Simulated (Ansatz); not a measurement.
An Ansatz (a first-principles code) run: ZnTe with a change (tensor shear ε_yz = +3.32 %); Ansatz r2SCAN, no SOC.

Input:

Ansatz 0.2 input:
```yaml
crystal:
  lattice:
    - [0, 3.1581868195, 3.1581868195]
    - [3.0567042388, 0.1014825807, 3.0567042388]
    - [3.0567042388, 3.0567042388, 0.1014825807]
  atoms:
    - { symbol: Te, position: [0.75, 0.75, 0.75] }
    - { symbol: Zn, position: [0, 0, 0] }
basis: { ecutwfc: 500, ecutrho_ratio: 4, xc_grid: 4, fft_grid_basis: typed }
kpoints: { mp_grid: { grid: [9, 9, 9] } }
hamiltonian:
  xc: r2scan
  dispersion: none
  pseudopotentials: { kind: paw }
scf: { occupations: { method: fermi_dirac, width: 0.05 }, convergence: { dr2_threshold: 0.0000000002 } }
relax: { f_tol: 0.005, max_steps: 50 }
output: { forces: true, stress: true }
checkpoint: { write: state.ck, write_every: 1000 }
```

Output (explanatory and most iteration lines left out):

```
Relaxation: its limit of steps is 50 (relax.max_steps)
Pseudopotential: Te, paw, valence charge 16
Pseudopotential: Zn, paw, valence charge 12
Crystal: 2 atoms, lattice volume = 57.057 Å³
Basis set: ecut = 500 eV, 1445 PW (Γ), exchange–correlation on 144×128×128 points (64 copies of the dense FFT grid, shifted against one another)
Bands: 18, of which v1, the nominal top of the filled ones, is band 14 counted from 1 (13 counted from 0)
Symmetry: 4 space group operations
Space group: Imm2 (ITA 44), of the structure as read, at distance tolerance 3.8e-5 Å
k-points: 125 of 729 (time reversal used)
Functional: x = r2scan, c = r2scan; τ floored in thin density (d = 2e-4 eV/Å³)
SCF iter   1: F=—  HF=-10321.597784 eV  |F-HF|=—  |Δ(HF+E_count)|=         —  Δρ=1.24e-2  dr2=4.26e-2  dr2_τ=2.43e-3  ethr=1.77e-3  ⟨swp⟩=5.9  Hψ=12466  notcnv=0
SCF iter   2: F=—  HF=-10321.597409 eV  |F-HF|=—  |Δ(HF+E_count)|=   3.75e-4  Δρ=3.46e-3  dr2=7.96e-3  dr2_τ=1.97e-4  ethr=1.52e-4  ⟨swp⟩=2.3  Hψ=4811  notcnv=0
SCF 1 converged in 8 iterations: F = -10321.592746 eV  dr2 = 1.14e-10
relax step   1: F+E_penalty+E_count = -10321.59274560 eV  Δ(F+E_penalty+E_count) = +0.000e0 eV  max|allowed force component| = 3.279e-1 eV/Å  Δτ_max = 0.0000 Å  (8 SCF iters, accepted)
Crystal: 2 atoms, lattice volume = 57.057 Å³
SCF iter   1: F=—  HF=-10321.586330 eV  |F-HF|=—  |Δ(HF+E_count)|=         —  Δρ=3.22e-3  dr2=3.79e-3  dr2_τ=1.92e-2  ethr=1.35e-5  ⟨swp⟩=1.9  Hψ=9868  notcnv=0
SCF iter   2: F=—  HF=-10321.603229 eV  |F-HF|=—  |Δ(HF+E_count)|=   1.69e-2  Δρ=1.23e-3  dr2=5.30e-4  dr2_τ=3.58e-5  ethr=1.35e-5  ⟨swp⟩=2.0  Hψ=3875  notcnv=0
SCF 2 converged in 8 iterations: F = -10321.603386 eV  dr2 = 3.36e-11
relax step   2: F+E_penalty+E_count = -10321.60338585 eV  Δ(F+E_penalty+E_count) = -1.064e-2 eV  max|allowed force component| = 1.052e-2 eV/Å  Δτ_max = 0.0337 Å  (8 SCF iters, accepted)
Crystal: 2 atoms, lattice volume = 57.057 Å³
SCF iter   1: F=—  HF=-10321.603379 eV  |F-HF|=—  |Δ(HF+E_count)|=         —  Δρ=1.03e-4  dr2=3.88e-6  dr2_τ=1.94e-5  ethr=1.37e-7  ⟨swp⟩=2.0  Hψ=5878  notcnv=0
SCF iter   2: F=—  HF=-10321.603398 eV  |F-HF|=—  |Δ(HF+E_count)|=   1.89e-5  Δρ=3.93e-5  dr2=5.42e-7  dr2_τ=3.80e-8  ethr=1.39e-8  ⟨swp⟩=2.0  Hψ=4375  notcnv=0
SCF 3 converged in 6 iterations: F = -10321.603397 eV  dr2 = 6.79e-11
relax step   3: F+E_penalty+E_count = -10321.60339697 eV  Δ(F+E_penalty+E_count) = -1.112e-5 eV  max|allowed force component| = 1.078e-4 eV/Å  Δτ_max = 0.0011 Å  (6 SCF iters, accepted)
Crystal: 2 atoms, lattice volume = 57.057 Å³
SCF iter   1: F=—  HF=-10321.603397 eV  |F-HF|=—  |Δ(HF+E_count)|=         —  Δρ=4.43e-7  dr2=6.79e-11  dr2_τ=1.35e-12  ethr=1.00e-12  ⟨swp⟩=2.2  Hψ=13055  notcnv=0
SCF iter   2: F=-10321.603397 eV  HF=-10321.603397 eV  |F-HF|=2.91e-11  |Δ(HF+E_count)|=  2.91e-11  Δρ=2.53e-7  dr2=2.32e-11  dr2_τ=4.49e-13  ethr=1.00e-12  ⟨swp⟩=5.0  Hψ=7610  notcnv=0
SCF 4 converged in 2 iterations: F = -10321.603397 eV  dr2 = 2.32e-11
SCF converged after 2 iterations
Free energy (F): -10321.603397 eV
Internal energy: -10321.603397 eV  (E = F + TS)
E sigma→0 (E₀):  -10321.603397 eV
Fermi energy:    7.671508 eV
--- Forces (eV/Å), atoms counted from 1 ---
  atom   1  Te     0.00010445    -0.00000000     0.00000000
  atom   2  Zn    -0.00010664     0.00000000    -0.00000000
--- Stress (GPa, compression-positive) ---
       -0.024321       0.000000      -0.000000
        0.000000       0.121898      -2.250875
       -0.000000      -2.250875       0.121898
  P = ⅓ Tr σ = 0.0732 GPa (0.732 kbar)
--- Relaxed structure (3 steps of the walk, 3 accepted, 0 SCFs on fresh bases) ---
  atoms:
    - { symbol: Te, position: [0.7446680519739028, 0.7553319480260972, 0.7553319480260973] }
    - { symbol: Zn, position: [0.005331948026097317, -0.005331948026097317, -0.005331948026097317] }
```

Spin-orbit coupling, missing from the scalar runs, can matter with Te. The cells carry an imposed strain or load. Whether these cells are dynamically stable was not tested. The cell was made from ZnTe in the zinc blende structure (space group F-43m, No. 216) by this change: tensor shear ε_yz = +3.32 %.
